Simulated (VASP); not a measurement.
**A VASP 6.6.1 single-point calculation on InSb**

INCAR

```
ENCUT = 520
IBRION = -1
NELM = 120
ISMEAR = -1
LWAVE = .FALSE.
LREAL = .FALSE.
SIGMA = 0.02
GGA = PE
LCHARG = .FALSE.
ISIF = 2
NSW = 0
ALGO = Normal
NBANDS = 16
PREC = Accurate
EDIFF = 1E-7
LASPH = .TRUE.
```

KPOINTS

```
KPOINTS created by Atomic Simulation Environment
0
Gamma
6 6 6
0 0 0
```

POSCAR

```
In Sb
 1.0000000000000000
     0.0000000000000000    3.2795130080999999    3.2795130080999999
     3.2303203129000000    0.0000000000000000    3.2795130080999999
     3.2303203129000000    3.2795130080999999    0.0000000000000000
 In  Sb
   1   1
Cartesian
  0.0000000000000000  0.0000000000000000  0.0000000000000000
  1.6151601564499998  1.6397565040500002  1.6397565040500002
```

The recommended PBE PAW datasets give the neutral cell 18 valence electrons.

Command

```
mpirun -np 1 vasp_std
```

**Question.** Predict the outcome of this run.

**Answer.** It converged. Results: gap between bands v and c on the k mesh 0.07 eV; least direct gap on the k mesh 0.07 eV; pressure 2.1 GPa. Band v is the last that the valence electrons fill when counted band by band, and c is the next.

OSZICAR

```
N       E                     dE             d eps       ncg     rms          rms(c)
DAV:   1     0.111874492795E+03    0.11187E+03   -0.79768E+03   960   0.111E+03
DAV:   2     0.181909868313E+00   -0.11169E+03   -0.10818E+03  1096   0.284E+02
DAV:   3    -0.680705481308E+01   -0.69890E+01   -0.69675E+01  1224   0.721E+01
DAV:   4    -0.700632960220E+01   -0.19927E+00   -0.19924E+00  1216   0.140E+01
DAV:   5    -0.701719458060E+01   -0.10865E-01   -0.10865E-01  1440   0.267E+00    0.404E+00
DAV:   6    -0.691969973011E+01    0.97495E-01   -0.15350E-01  1392   0.589E+00    0.235E+00
DAV:   7    -0.690667400371E+01    0.13026E-01   -0.68940E-02  1320   0.239E+00    0.617E-01
DAV:   8    -0.690780889962E+01   -0.11349E-02   -0.77333E-03  1288   0.999E-01    0.252E-01
DAV:   9    -0.690849772492E+01   -0.68883E-03   -0.98223E-04  1176   0.266E-01    0.765E-02
DAV:  10    -0.690854516987E+01   -0.47445E-04   -0.50751E-05  1312   0.464E-02    0.391E-02
DAV:  11    -0.690858992422E+01   -0.44754E-04   -0.80145E-05  1176   0.559E-02    0.254E-02
DAV:  12    -0.690859137852E+01   -0.14543E-05   -0.13660E-06  1184   0.739E-03    0.705E-03
DAV:  13    -0.690859190524E+01   -0.52672E-06   -0.15262E-06  1184   0.791E-03    0.430E-03
DAV:  14    -0.690859167601E+01    0.22922E-06   -0.54376E-08  1048   0.135E-03    0.122E-03
DAV:  15    -0.690859169348E+01   -0.17470E-07   -0.16307E-08   856   0.101E-03
   1 F= -.69085917E+01 E0= -.69084838E+01  d E =-.215761E-03
```

Standard output (part)

```
POSCAR found type information on POSCAR InSb
 POSCAR found :  2 types and       2 ions
 LDA part: xc-table for (Slater+PW92), standard interpolation
 POSCAR, INCAR and KPOINTS ok, starting setup
 WAVECAR not read
 entering main loop
```

For comparison, a separate PBE run of the intended cell, on usual settings and not on those above, gives a gap of 0.07 eV on its mesh and a pressure of 2.1 GPa.
